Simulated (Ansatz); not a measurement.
# Photoemission of C(111) with NH2 on 25 % of the top atoms and H on the rest, part 2 of 4

What would XPS and angle-resolved spectra of C(111) with NH2 on 25 % of the top atoms and H on the rest look like?

Ansatz 0.2.0; DFT, PBE, plane-wave PAW, default files, scalar-relativistic.

So far: Starting point; Relaxing the atoms.

**3. Layer-resolved bands, DOS and potential**

This is the main run. States are solved along the surface zone's path and weighed by where they lie along the normal, since photoemission sees the top layers. The cell holds 4 small cells, so the bands are unfolded.

File input.yaml:

```yaml
crystal:
  lattice:
    - [5.044499777, 0.0, 0.0]
    - [2.5222498885, 4.3686649563, 0.0]
    - [0.0, 0.0, 21.6636689229]
  atoms:
    - { symbol: H, position: [0.1158038893, 0.0894745801, 0.6754991512] }
    - { symbol: H, position: [0.7947215307, 0.0894745801, 0.6754991512] }
    - { symbol: "N", position: [0.0108157244, -0.0216314488, 0.6577990173] }
    - { symbol: H, position: [0.5014737598, -0.0029475196, 0.6380523691] }
    - { symbol: H, position: [0.0003908759, 0.504218308, 0.6380708365] }
    - { symbol: H, position: [0.4953908161, 0.504218308, 0.6380708365] }
    - { symbol: C, position: [0.0006095328, -0.0012190656, 0.5895819146] }
    - { symbol: C, position: [0.5002122439, -0.0004244879, 0.5870481296] }
    - { symbol: C, position: [0.0001735928, 0.4992764832, 0.5872080957] }
    - { symbol: C, position: [0.500549924, 0.4992764832, 0.5872080957] }
    - { symbol: C, position: [0.8334783371, 0.3330433258, 0.5649608868] }
    - { symbol: C, position: [0.3334092213, 0.3331815574, 0.564547464] }
    - { symbol: C, position: [0.8339650239, 0.8324997357, 0.5649731292] }
    - { symbol: C, position: [0.3335352403, 0.8324997357, 0.5649731292] }
    - { symbol: C, position: [0.8338026628, 0.3323946744, 0.493321918] }
    - { symbol: C, position: [0.3334524066, 0.3330951867, 0.4930883095] }
    - { symbol: C, position: [0.8338280983, 0.833793611, 0.493323925] }
    - { symbol: C, position: [0.3323782908, 0.833793611, 0.493323925] }
    - { symbol: C, position: [0.1665788805, 0.1666104191, 0.4694268553] }
    - { symbol: C, position: [0.6668107004, 0.1666104191, 0.4694268553] }
    - { symbol: C, position: [0.1666690755, 0.666661849, 0.4694542245] }
    - { symbol: C, position: [0.6666856523, 0.6666286954, 0.4696852378] }
    - { symbol: C, position: [0.1666666665, 0.166666667, 0.398125181] }
    - { symbol: C, position: [0.6666666665, 0.166666667, 0.398125181] }
    - { symbol: C, position: [0.1666666665, 0.666666667, 0.398125181] }
    - { symbol: C, position: [0.6666666665, 0.666666667, 0.398125181] }
    - { symbol: C, position: [0.0, 0.0, 0.374359488] }
    - { symbol: C, position: [0.5, 0.0, 0.374359488] }
    - { symbol: C, position: [0.0, 0.5, 0.374359488] }
    - { symbol: C, position: [0.5, 0.5, 0.374359488] }
    - { symbol: H, position: [0.0, 0.0, 0.323121629] }
    - { symbol: H, position: [0.5, 0.0, 0.323121629] }
    - { symbol: H, position: [0.0, 0.5, 0.323121629] }
    - { symbol: H, position: [0.5, 0.5, 0.323121629] }
kpoints:
  mp_grid: { grid: [6, 6, 1] }
scf:
  occupations: { method: fermi_dirac, width: 0.02 }
  n_extra_bands: 24
hamiltonian:
  xc: pbe
  pseudopotentials: { kind: paw }
output:
  forces: true
  write_potential: true
  volumetric_format: []
  dos:
    projected:
      site_lists:
        adsorbate: [2, 0, 1, 3, 4, 5]
        layer_1: [6, 7, 8, 9]
        layer_2: [10, 11, 12, 13]
        layer_3: [14, 15, 16, 17]
        middle: [18, 19, 20, 21]
        other_layers: [22, 23, 24, 25, 26, 27, 28, 29, 30, 31, 32, 33]
    de: 0.05
    e_range: [-30, 12]
    method: { smearing: { sigma: 0.12, scheme: gaussian } }
  eigenstates:
    kpoints:
      - [0.33333333, -0.33333333, 0.0]
      - [0.25, -0.375, 0.0]
      - [0.16666667, -0.41666667, 0.0]
      - [0.08333333, -0.45833333, 0.0]
      - [0.0, 0.5, 0.0]
      - [-0.08333333, 0.45833333, 0.0]
      # [... 29 more points ...]
      - [0.25, 0.5, 0.0]
      - [0.29166667, -0.41666667, 0.0]
    e_range: [-8.0, 6.0]
    unfold:
      supercell_matrix: [[2, 0, 0], [0, 2, 0], [0, 0, 1]]
      layers:
        axis: 3
        edges: [0.138481, 0.426081, 0.426181, 0.573793, 0.573893, 0.860137]
efield:
  axis: 3
  dipole_correction: true
```

On the command line:

```bash
$ ansatz run input.yaml --threads 4 --pin off --max-ram 11264MiB --backend cpu --events-out ev --progress --plain --runs-dir out
```

Numbers of over 12 decimals in the logs are rounded to 6 here.

The log of the run:

```text
[...]
Crystal: 34 atoms, lattice volume = 477.418 Å³
Basis set: ecut = 420 eV, 9415 PW (Γ), exchange–correlation on 72×72×300 points (8 copies of the dense FFT grid, shifted against one another)
Bands: 79, of which v1, the nominal top of the filled ones, is band 55 counted from 1 (54 counted from 0)
Symmetry: 2 space group operations
[...]
k-points: 13 of 36 (time reversal used)
[...]
SCF iter   1: F=—  HF=-6548.730894 eV  |F-HF|=—  |Δ(HF+E_count)|=         —  Δρ=3.52e-3  dr2=1.83e-1  ethr=1.77e-3  p=0.090 e·Å  D=3.41e-2 V/Å  ΔV_dip=-0.74 eV  dr2_dipole=3.88e-2  V_vac-E_F(+/−)=2.60/3.34 eV  ⟨swp⟩=16.4  Hψ=8265  notcnv=0  defer=140
[...]
SCF iter   8: F=-6548.698414 eV  HF=-6548.698414 eV  |F-HF|=2.18e-9  |Δ(HF+E_count)|=   3.45e-8  Δρ=2.21e-6  dr2=1.93e-8  ethr=9.09e-11  p=-0.008 e·Å  D=-3.13e-3 V/Å  ΔV_dip=0.07 eV  dr2_dipole=5.78e-10  V_vac-E_F(+/−)=2.40/2.33 eV  ⟨swp⟩=32.0  Hψ=12352  notcnv=0
SCF 1 converged in 8 iterations: F = -6548.698414 eV  dr2 = 1.93e-8
[...]
NSCF: frozen V_eff on 37 k-points
efield: sawtooth ramp at fractional position 0.9493 (kept from the solve that this one continues, or follows in the run), width 0.1000; the density the first Hamiltonian is built on has a dipole p = -0.008 e·Å; the dipole correction subtracts the counter field D = -3.13e-3 V/Å, which shifts the + side's vacuum level by +0.07 eV against the − side's; the planar-averaged density in the ramp window peaks in size at 2.7e-6 e/Å³
[...]
SCF converged after 8 iterations
Free energy (F): -6548.698414 eV
[...]
Internal energy: -6548.698414 eV  (E = F + TS)
E sigma→0 (E₀):  -6548.698414 eV
Fermi energy:    2.851929 eV
Dipole field:    D = -0.003155 V/Å  (p = -0.008324 e·Å, saw-weighted, corrected)
Work function:   Φ+ = 2.3972 eV   Φ− = 2.3286 eV
[...]
--- Forces (eV/Å), atoms counted from 1 ---
  atom   1  H      0.00270612     0.00616209     0.00174874
  atom   2  H     -0.00270612     0.00616209     0.00174874
  atom   3  N      0.00000000    -0.00814650    -0.01094493
  atom   4  H      0.00000000    -0.00101183     0.00073207
  atom   5  H     -0.00109839    -0.00006051     0.00289227
  atom   6  H      0.00109839    -0.00006051     0.00289227
  atom   7  C      0.00000000    -0.00047358     0.00925357
  atom   8  C      0.00000000     0.00300020    -0.00387690
  atom   9  C      0.00898559     0.00346080    -0.00200004
  atom  10  C     -0.00898559     0.00346080    -0.00200004
  atom  11  C      0.00000000    -0.00376162     0.00142004
  atom  12  C      0.00000000    -0.00407629     0.00056174
  atom  13  C     -0.00305416     0.00025369    -0.00352662
  atom  14  C      0.00305416     0.00025369    -0.00352662
  atom  15  C      0.00000000     0.00211861    -0.00010558
  atom  16  C      0.00000000     0.00075795     0.00194503
  atom  17  C     -0.00257268    -0.00209674    -0.00048602
  atom  18  C      0.00257268    -0.00209674    -0.00048602
  atom  19  C      0.00032436     0.00025529     0.00153032
  atom  20  C     -0.00032436     0.00025529     0.00153032
  atom  21  C      0.00000000    -0.00179161    -0.00160825
  atom  22  C      0.00000000     0.00180407    -0.00031048
  atom  23  C     -0.01578475    -0.01447205    -0.91759667
  atom  24  C      0.01578475    -0.01447205    -0.91759667
  atom  25  C      0.00000000     0.01613455    -0.90864201
  atom  26  C      0.00000000     0.00751200    -0.81373118
  atom  27  C      0.00000000     0.00102203     0.75715352
  atom  28  C      0.00000000     0.00111468     0.78090757
  atom  29  C     -0.00015371    -0.00055171     0.78795988
  atom  30  C      0.00015371    -0.00055171     0.78795988
  atom  31  H      0.00000000    -0.00094816     0.11007819
  atom  32  H      0.00000000    -0.00126330     0.11144911
  atom  33  H     -0.00136183     0.00106023     0.11244088
  atom  34  H      0.00136183     0.00106023     0.11244088
  max |Σ_I F_I| component: 2.07e-4 eV/Å
--- Band table (eV; the first three rows and the last of 13) ---
  k-point 0: bands = [... 51 lower, 0.4094, 0.5153, 1.4684, 1.5026, 4.1979, 4.3979, 5.5398, 6.2000, ... 20 higher]
  k-point 1: bands = [... 51 lower, 0.0638, 0.1003, 0.8118, 1.2094, 4.3824, 4.5578, 5.7262, 6.3861, ... 20 higher]
  k-point 2: bands = [... 51 lower, -0.6341, -0.3341, 0.1362, 0.5557, 4.8799, 5.0293, 6.2528, 6.5242, ... 20 higher]
  k-point 12: bands = [... 51 lower, -0.8013, -0.5870, -0.2257, 0.2476, 5.4965, 5.5233, 6.3355, 6.4325, ... 20 higher]
```

Elapsed: 99 s, on 4 threads of Arm Neoverse V2, shared host; peak memory 1.8 GiB.

Reading the cycles: dr2 is the Hartree energy of the density residual (eV), the measure of convergence; HF is the Harris–Foulkes estimate of the energy, which meets the free energy F at convergence.

Numbers from this step:

| Quantity | Value |
| --- | --- |
| zero of energy | valence-band maximum |
| share of occupied states in no projected shell | 0.0039 of the occupied states in the window |

A(k,E), total over k along the path and E. Zero: valence-band maximum.

Ten even steps from '_' (0.0 eV⁻¹) to '@' (4.4 eV⁻¹), each cell a mean:
```
::--====....====++--**@@@@@@**------++++--====----..::----::
______..--__..--::----------------==--..====--::----....____
________..--..::--::..........::--==--------====--__________
__________..==__::--::--------::--__..++::..________________
____________..--__..----::------__::--______________________
______________..++::____..______++--________________________
__________________==++==----++**..__________________________
______________________::::::________________________________
____________________________________________________________
____________________________________________________________
____________________________________________________________
______________________==**++::______________________________
__________________::--::....==--____________________________
______________::----++##@@@@**==--::________________________
____________..::--==**==++==++**--====..____________________
________..::..::==**--++--==**----::::++--..________________
______..::____==--::==______..====::::..--++++==--..________
____::..____++::::--__________..::++..::::......--==--::____
..::::::::**==++====__________::====**--..------....------..
%%**==--==------++----::::::--::::--::--**==::::--::....==##
::..::::--::..--..______________::__::..__::====--====----::
..::::::::::--::__________________--..::::::--..--==++++--..
```
Columns: k along the path (Å⁻¹) from 0 to 3.93; rows upwards: E (eV) from -6.35 to 7.05.

A(k,E), top over k along the path and E. Zero: valence-band maximum.

Values in eV⁻¹, 12 rows by 16 columns, each cell a mean:
```
0.22 0.35 0.35 0.31 0.43 0.55 0.72 0.70 0.41 0.45 0.44 0.56 0.40 0.31 0.30 0.20
0.14 0.06 0.21 0.35 0.34 0.28 0.17 0.22 0.41 0.30 0.53 0.28 0.24 0.14 0.14 0.16
0.11 0.13 0.15 0.35 0.39 0.16 0.33 0.27 0.14 0.55 0.16 0.03 0.03 0.02 0.03 0.09
0.00 0.01 0.01 0.01 0.33 0.60 0.58 0.64 0.61 0.04 0.04 0.05 0.04 0.05 0.05 0.01
0.00 0.00 0.00 0.00 0.01 0.02 0.09 0.05 0.01 0.00 0.00 0.00 0.01 0.00 0.00 0.00
0.00 0.00 0.00 0.00 0.00 0.01 0.02 0.01 0.01 0.00 0.00 0.00 0.00 0.00 0.00 0.00
0.00 0.00 0.00 0.01 0.01 0.14 0.27 0.26 0.10 0.01 0.01 0.01 0.01 0.01 0.01 0.00
0.13 0.13 0.12 0.17 0.27 0.53 0.63 0.66 0.38 0.25 0.14 0.10 0.10 0.11 0.14 0.14
0.09 0.07 0.15 0.13 0.33 0.44 0.30 0.33 0.40 0.28 0.28 0.26 0.18 0.11 0.06 0.08
0.06 0.12 0.07 0.30 0.36 0.18 0.04 0.07 0.29 0.25 0.24 0.24 0.19 0.24 0.16 0.06
0.43 0.35 0.39 0.45 0.45 0.25 0.20 0.22 0.29 0.42 0.35 0.36 0.38 0.28 0.20 0.39
0.32 0.23 0.33 0.32 0.13 0.07 0.06 0.06 0.07 0.22 0.21 0.30 0.31 0.46 0.57 0.39
```
Columns: k along the path (Å⁻¹) from 0 to 3.93; rows upwards: E (eV) from -6.35 to 7.05.

A(k,E), middle over k along the path and E. Zero: valence-band maximum.

Ten even steps from '_' (0.00 eV⁻¹) to '@' (1.97 eV⁻¹), each cell a mean:
```
....::..____..--==--**@@@@@@**::......::::::::........::::..
__________________............::::....__::::--::----..______
__________________________________..::::..::++**==__________
______________________________________..::..________________
____________________________________________________________
____________________________________________________________
____________________________________________________________
____________________________________________________________
____________________________________________________________
____________________________________________________________
____________________________________________________________
____________________..++****::______________________________
__________________--==::__..====..__________________________
______________::----++++****++====::________________________
____________..::::==++==##====++--====..____________________
________..::..::==++==%%==##%%--::..::**==..________________
______..::____==--::##______..++==....__==++**++==..________
____::..____++::::==..______....--**__....__....--++==::____
..::::..::**==++--++__________----==##--....::......------..
@@**----==----::++--::::::::::::::::..==**--........__..--%%
....::::::....--::______________--__::....--**++--::------::
......::::::--::__________________--..::::::--..==++====::..
```
Columns: k along the path (Å⁻¹) from 0 to 3.93; rows upwards: E (eV) from -6.35 to 7.05.

A(k,E), bottom over k along the path and E. Zero: valence-band maximum.

Ten even steps from '0' (0.00 eV⁻¹) to '9' (1.68 eV⁻¹), each cell a mean:
```
345500233235564222333454312343
000250011222222222105532221000
000025001100110111123222200000
000001700111111110162000000000
000000150000000002510000000000
000000027200000174000000000000
000000000566557710000000000000
000000000001110000000000000000
000000000000000000000000000000
000000000000000000000000000000
000000000000000000000000000000
000000000004552000000000000000
000000000132113300000000000000
000000012367997321000000000000
000000112464335633300000000000
000002124522123232243000000000
000110043220000332213443210000
001100512200000013132111343100
122226353200000143421343202331
863233244332223223124322331147
111232121000000010210133255332
012222310000000002112221234421
```
Columns: k along the path (Å⁻¹) from 0 to 3.93; rows upwards: E (eV) from -6.35 to 7.05.

Peaks of A(k,E) at the labelled points: for each region the eleven nearest the zero at most, each over 6 % of that point's highest, less those above the energy where the solved bands run out; weight and spread sum the levels within three half widths or 0.3 eV, so near peaks share levels. Peaks of the spectral function, the first 40 of 123 rows:

| point | weight on | E (eV) | A (1/eV) | weight near the peak | rms spread of levels (eV) |
| --- | --- | --- | --- | --- | --- |
| K | total | -6.25 | 0.597 | 0.316 | 0.116 |
| K | total | -6.03 | 1.598 | 0.355 | 0.12 |
| K | total | -5.71 | 3.735 | 0.618 | 0.036 |
| K | total | -5.05 | 4.855 | 2.72 | 0.085 |
| K | total | -4.85 | 9.191 | 2.72 | 0.085 |
| K | total | -4.41 | 1.999 | 0.351 | 0.073 |
| K | total | -2.15 | 0.688 | 0.13 | 0.089 |
| K | total | -1.37 | 0.991 | 0.158 | 0 |
| K | total | 4.31 | 0.68 | 0.107 | 0 |
| K | total | 4.89 | 0.555 | 0.087 | 0.012 |
| K | total | 5.37 | 1.162 | 0.187 | 0 |
| K | top | -5.05 | 0.678 | 0.352 | 0.088 |
| K | top | -4.85 | 1.362 | 0.352 | 0.088 |
| K | top | -4.41 | 0.801 | 0.159 | 0.078 |
| K | top | -4.21 | 0.229 | 0.159 | 0.078 |
| K | top | -3.89 | 0.11 | 0.028 | 0.078 |
| K | top | -3.73 | 0.097 | 0.028 | 0.078 |
| K | top | -2.15 | 0.598 | 0.115 | 0.09 |
| K | top | -1.93 | 0.173 | 0.115 | 0.09 |
| K | top | -1.37 | 0.905 | 0.145 | 0 |
| K | top | 4.31 | 0.587 | 0.092 | 0 |
| K | top | 4.89 | 0.432 | 0.068 | 0.013 |
| K | middle | -6.03 | 0.517 | 0.105 | 0.107 |
| K | middle | -5.71 | 0.96 | 0.156 | 0.037 |
| K | middle | -5.05 | 2.457 | 1.304 | 0.082 |
| K | middle | -4.87 | 4.495 | 1.304 | 0.082 |
| K | middle | -4.41 | 0.67 | 0.112 | 0.075 |
| K | middle | 6.93 | 0.446 | 0.281 | 0.118 |
| K | bottom | -6.03 | 0.35 | 0.064 | 0.096 |
| K | bottom | -5.71 | 1.168 | 0.186 | 0.028 |
| K | bottom | -5.05 | 1.719 | 1.063 | 0.086 |
| K | bottom | -4.91 | 3.144 | 1.063 | 0.086 |
| K | bottom | -4.83 | 3.606 | 1.063 | 0.086 |
| K | bottom | -4.41 | 0.527 | 0.079 | 0.056 |
| K | bottom | 6.95 | 0.833 | 0.687 | 0.083 |
| Γ | total | -2.13 | 5.506 | 2.298 | 0.111 |
| Γ | total | -2.01 | 7.273 | 2.298 | 0.111 |
| Γ | total | -1.85 | 4.578 | 2.298 | 0.111 |
| Γ | total | -1.41 | 5.976 | 0.881 | 0 |
| Γ | total | -1.09 | 7.63 | 1.9 | 0.053 |

The DOS has structure finer than the step of the table below, so its rows give means over 2 eV, whole bins alone (the curve runs from -22.3 to 7.87 eV). Peaks (eV: height): total -10.9: 11.7, -6.0: 14.6, -4.8: 16.7, 6.5: 13.0; C 2p -6.0: 12.2, -4.8: 13.9, -3.5: 8.60, -2.9: 9.37; C 2s -15.4: 3.77, -14.6: 5.22, -13.5: 3.28, -10.9: 3.42; H 1s -4.9: 1.64, -4.4: 1.78, 4.9: 1.90, 5.8: 1.55; N 2p -8.6: 0.952, -8.1: 0.879, -1.7: 1.49, -1.3: 1.58.

Table of DOS by E, zero at the valence-band maximum; means over each step; values in states/eV/cell:

| E (eV) | total | C 2p | C 2s | H 1s | N 2p | N 2s |
| --- | --- | --- | --- | --- | --- | --- |
| -20 | 1.16 | 0.251 | 0.795 | 0.0512 | 0.00691 | 0.0482 |
| -18 | 3.02 | 0.913 | 1.52 | 0.199 | 0.0222 | 0.340 |
| -16 | 3.69 | 1.32 | 2.06 | 0.157 | 0.0133 | 0.115 |
| -14 | 4.04 | 1.59 | 2.20 | 0.162 | 0.0262 | 0.0416 |
| -12 | 4.02 | 2.30 | 1.41 | 0.217 | 0.0497 | 0.0157 |
| -10 | 5.01 | 3.13 | 1.47 | 0.270 | 0.105 | 0.00884 |
| -8 | 7.69 | 5.28 | 0.926 | 0.780 | 0.640 | 0.00690 |
| -6 | 8.72 | 7.12 | 0.557 | 0.676 | 0.328 | 0.0117 |
| -4 | 10.4 | 8.97 | 0.386 | 0.842 | 0.187 | 0.0129 |
| -2 | 6.52 | 5.23 | 0.129 | 0.342 | 0.724 | 0.0620 |
| 0 | 0.702 | 0.658 | 0.0112 | 0.00618 | 0.0204 | 0.00195 |
| 2 | 0.244 | 0.0229 | 0.00808 | 0.0648 | 0.00259 | 0.0147 |
| 4 | 3.36 | 0.364 | 0.197 | 0.737 | 0.0495 | 0.0700 |
| 6 | 9.16 | 2.67 | 1.31 | 0.931 | 0.110 | 0.0666 |

This run's widths, added to any smearing of the DOS itself: Gaussian 0.45 eV, Lorentzian 0.1 eV plus 0.03 an eV of depth. Table of intensity by binding energy, zero at the valence-band maximum; values in % of the maximum within 13 eV:

| binding energy (eV) | 21.2 eV | 40.8 eV | 150 eV | 1486.7 eV | 8047.8 eV |
| --- | --- | --- | --- | --- | --- |
| -1 | 1.01 | 1.00 | 1.16 | 0.945 | 0.759 |
| 0 | 5.38 | 3.93 | 4.45 | 2.53 | 1.43 |
| 1 | 33.3 | 40.3 | 41.2 | 17.8 | 9.92 |
| 2 | 69.8 | 85.4 | 87.3 | 38.5 | 21.8 |
| 3 | 68.5 | 47.5 | 52.9 | 30.0 | 16.9 |
| 4 | 76.2 | 50.2 | 55.7 | 36.5 | 23.5 |
| 5 | 92.9 | 67.3 | 74.1 | 54.8 | 40.3 |
| 6 | 88.4 | 69.4 | 75.6 | 56.1 | 42.5 |
| 7 | 69.4 | 68.9 | 72.2 | 54.0 | 43.5 |
| 8 | 76.6 | 80.7 | 86.6 | 72.4 | 62.0 |
| 9 | 36.2 | 36.0 | 45.0 | 55.0 | 52.3 |
| 10 | 31.8 | 27.1 | 45.4 | 81.0 | 81.4 |
| 11 | 30.0 | 29.3 | 53.0 | 99.1 | 99.1 |
| 12 | - | 17.7 | 35.9 | 71.6 | 72.3 |
| 13 | - | 14.3 | 36.0 | 83.8 | 86.8 |
| 14 | - | 14.6 | 41.7 | 102 | 106 |
| 15 | - | 15.9 | 49.0 | 120 | 125 |
| 16 | - | 16.4 | 53.6 | 128 | 131 |
| 17 | - | 14.7 | 49.5 | 107 | 108 |
| 18 | - | 18.2 | 62.9 | 119 | 115 |
| 19 | - | 15.1 | 52.8 | 102 | 98.6 |
| 20 | - | 5.76 | 21.0 | 50.1 | 50.5 |
| 21 | - | 1.79 | 6.30 | 14.9 | 15.1 |
| 22 | - | 0.779 | 2.48 | 5.37 | 5.36 |

(Part 2 of 4 ends here.)

[Logs are printed without paths, hosts, clocks, repeated set-up lines and the standing remarks that a program may print on its own settings, such as how far it seeks lower states.]

[Hosts, paths, dates, database ids (printed as entryN), source tags and the programs' standing remarks are cut or masked in the printed files.]

[Maps of the electrostatic potential energy from Ansatz leave out the sawtooth potential of an applied field or a dipole correction, so their vacuum need not be flat; work functions include it.]
